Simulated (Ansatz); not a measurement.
## Bands of TiO$_{2}$

```xyz
6
Lattice="-1.8925 1.8925 4.7570 1.8925 -1.8925 4.7570 1.8925 1.8925 -4.7570" Properties=species:S:1:pos:R:3 pbc="T T T"
Ti    0.0000    0.0000    0.0000
Ti    0.0000    1.8925    2.3785
O     0.0000    0.0000    1.9656
O     0.0000    1.8925    4.3441
O     0.0000    1.8925    0.4129
O     0.0000    0.0000    7.5484
```

Atoms are numbered in the order listed.

The geometry is COD entry 9009086, unchecked; take it as a test cell.

These are results of Ansatz 0.2.0, DFT, PBE, all-electron LAPW, scalar-relativistic, not measurements.

Settings: a Γ-centred 13×13×13 k mesh, Fermi–Dirac smearing of 0.08 eV, basis error target 1 meV/atom, no spin polarisation.

Points in fractions of the reciprocal vectors of this cell: Γ (0, 0, 0), X (0, 0, 0.5), P (0.25, 0.25, 0.25), N (0, 0.5, 0), M (0.5, 0.5, -0.5), S (0.29, 0.71, -0.29), S0 (-0.29, 0.29, 0.29). The path joins them by straight lines in the order Γ–X–P–N–Γ–M–S–S0–Γ; legs that retrace an earlier one aren't tabulated. Energies are in eV from the top of the valence band.

(1) Is there a gap, and where are the band edges?

(2) List the levels between -8 and 4.5 eV at the symmetry points.

Answers

(1) 2.16 eV, indirect from the line Γ–X (0, 0, 0.5) to Γ.

(2) 
Γ: -3.98, -3.86 (×2), -3.36, -2.07 (×2), -2.03, -0.74, -0.71 (×2), -0.44 (×2), 2.16, 2.91, 4.12 (×4)
X: -4.41 (×2), -4.16 (×2), -3.73 (×2), -2.63 (×2), -1.99 (×2), -0.05 (×2), 3.38 (×2), 3.86 (×2)
P: -4.29 (×2), -4.22 (×2), -3.76 (×2), -2.95 (×2), -1.51 (×2), -0.27 (×2), 3.60 (×2), 3.67 (×2)
N: -4.42, -4.19, -3.74, -3.67, -3.38, -2.16, -1.99, -1.96, -1.93, -0.92, -0.77, -0.61, 3.28, 3.62, 3.64, 3.70, 4.36
M: -3.77 (×2), -3.68 (×2), -2.05 (×2), -1.32 (×2), -1.20 (×2), -0.08 (×2), 2.52 (×2), 3.85 (×2), 4.40 (×2)
S: -4.65, -3.76, -3.73, -3.70, -2.93 (×2), -2.21, -1.84, -1.15, -0.90, -0.87, -0.74, 3.27, 3.54, 3.63, 3.66, 4.32
S0: -4.65, -3.76, -3.73, -3.70, -2.93 (×2), -2.21, -1.84, -1.15, -0.90, -0.87, -0.74, 3.27, 3.54, 3.63, 3.66, 4.32
